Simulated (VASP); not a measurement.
AgBr: relaxation of cell and atoms with PBEsol

AgBr:

```
Ag Br
1.0
     0.00000    2.83557    2.83557
     2.83557    0.00000    2.83557
     2.83557    2.83557    0.00000
Ag Br
1 1
Direct
  0.00000 0.00000 0.00000
  0.50000 0.50000 0.50000
```

| Quantity | Value |
| --- | --- |
| Program | VASP 6.6.1 |
| Task | relaxation of cell and atoms |
| Functional | PBEsol |
| Potentials or basis | VASP PAW PBE potentials, release 64 (Ag, Br) |
| Cutoff | 600 eV |
| k mesh | 8 × 8 × 8 |
| Occupations | gaussian, width 0.03 eV |
| Spin | no spin polarisation |
| Further INCAR settings | ALGO = Normal; EDIFF = 1e-07; IBRION = 2; EDIFFG = -0.005; NSW = 90; ISIF = 3 |

The relaxed volume is 22.82 Å³/atom. The relaxed cell is a = 4.011 Å, b = 4.011 Å, c = 4.011 Å, α = 60.00°, β = 60.00°, γ = 60.00°. The space group after relaxing (to 0.05 Å) is Fm-3m (No. 225) and the energy gained by relaxing is 0.0 meV/atom. The ionic steps are 2. The pressure after relaxing is 0.0 GPa. The band gap on the k mesh is 0.50 eV, indirect (least direct gap 2.58 eV).

Final structure:
```xyz
2
Lattice="0.0000 2.8363 2.8363 2.8363 0.0000 2.8363 2.8363 2.8363 0.0000" Properties=species:S:1:pos:R:3 pbc="T T T"
Ag    2.8363    5.6727    2.8363
Br    2.8363    2.8363    2.8363
```

Levels at points of the mesh, in eV from the valence-band top:
```csv
k point,band 7,band 8,band 9,band 10,band 11,band 12
"(0.00, 0.00, 0.00)",-2.08,-2.08,-2.08,0.50,9.80,9.80
"(0.50, 0.00, 0.00)",-2.28,0.00,0.00,3.44,6.56,6.56
"(0.50, 0.50, 0.00)",-2.52,-2.52,-2.40,1.39,6.84,9.05
```

Wall time 10 s on 1 thread of Intel(R) Xeon(R) 6975P-C (Granite Rapids), on a shared host, peak memory 0.19 GiB.

Caveat: the PAW data sets were made with another functional, which shifts forces and pressure a little. PBEsol gaps usually lie below the measured ones, often by a third to a half.
